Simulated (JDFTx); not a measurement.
Runs of JDFTx 1.7.0 (patched build) on BN. The structure is hexagonal, space group P6_3/mmc (No. 194). Conventional cell: a = 2.498 Å, b = 2.498 Å, c = 6.636 Å, α = 90.00°, β = 90.00°, γ = 120.00°. N (site symmetry -6m2) is surrounded by 3 B at 1.44 Å. Around B (site symmetry -6m2) lie 3 N at 1.44 Å. 

```csv
task,level,potentials or basis,cell,k mesh,cutoff (eV),smearing,band ratio of the Davidson solver,local potential set to -Z/r beyond,max SCF steps,SCF threshold on the energy,solver of the electrons,mesh quality,gap on the mesh (eV),pressure (GPa)
single point,PBEsol,PseudoDojo-SR-PBEsol-0.4.1-standard,as given,12 × 12 × 4,1143,fermi-dirac 0.05 eV,-,-,100,1e-09 Ha,scf,not flagged,4.21,(a)
single point,PBEsol,PseudoDojo-SR-PBEsol-0.4.1-standard with smoothed tails,as given,12 × 12 × 4,1143,fermi-dirac 0.05 eV,-,6 bohr,100,1e-09 Ha,scf,not flagged,4.21,(b)
single point,LDA,PseudoDojo-SR-LDA-0.4.1-standard with smoothed tails,as given,12 × 12 × 4,1143,fermi-dirac 0.05 eV,-,6 bohr,100,1e-09 Ha,scf,not flagged,4.13,-2.9
single point,PBE,PseudoDojo-SR-PBE-0.5-standard,as given,12 × 12 × 4,1143,fermi-dirac 0.05 eV,-,-,100,1e-09 Ha,scf,not flagged,4.32,4.7
single point,LDA,PseudoDojo-SR-LDA-0.4.1-standard,as given,12 × 12 × 4,1143,fermi-dirac 0.05 eV,-,-,100,1e-09 Ha,scf,not flagged,4.13,-2.9
single point,SCAN,SG15-PBE-1.2,as given,10 × 10 × 3,1088,fermi-dirac 0.05 eV,-,-,100,1e-09 Ha,scf,not flagged,4.79,-0.7
relaxation of cell and atoms,PBE+D3(BJ),PseudoDojo-SR-PBE-0.5-standard,relaxed,12 × 12 × 4,1143,fermi-dirac 0.05 eV,-,-,100,1e-09 Ha,scf,not flagged,4.30,-0.1
```

Alike in all rows: no spin polarisation.

**Question.** Estimate the missing entries.

**Answer.** (a) 2.5; (b) 2.6.

Caveats: the empty levels aren't tightly converged (some runs); this functional lacks dispersion, which binds the layers, so the pressure and a relaxed spacing across them are unreliable (some runs); the potentials were made for another functional, which shifts forces and pressure (some runs); an odd mesh through Γ misses points on the zone boundary, where band edges often lie (some runs).

Not every run made on this cell is shown here.
